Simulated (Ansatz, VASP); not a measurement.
## Two plane-wave programs on Au

```
Au
1.0
    -1.56328    1.56328    1.56328
     1.56328   -1.56328    1.56328
     1.56328    1.56328   -1.56328
Au
1
Direct
  0.00000 0.00000 0.00000
```

Alike in both runs: functional LDA; k mesh 12 × 12 × 12; occupations methfessel-paxton of order 1, width 0.05 eV; no spin polarisation.

Ansatz relaxed the structure, and its values are those at the end. VASP's run is a single point on that final structure, the one shown.

|  | VASP | Ansatz |
| --- | --- | --- |
| version | VASP 6.6.1 | Ansatz 0.2.0 |
| potentials or method | VASP PAW LDA potentials, release 64 (Au) | plane waves, PAW |
| plane-wave cutoff (eV) | 520 | 420 |
| valence electrons in the cell | 11 | 19 |

|  | VASP | Ansatz | Ansatz less VASP |
| --- | --- | --- | --- |
| pressure (GPa) | 20.7 | 20.0 | -0.66 |

The two sets of potentials don't hold the same shells in valence.

Caveats: so large a pressure means that the cell lies far from this level's equilibrium, or that cutoff or potentials fall short (VASP). The runs have no spin-orbit coupling, so splittings on Au are missing.
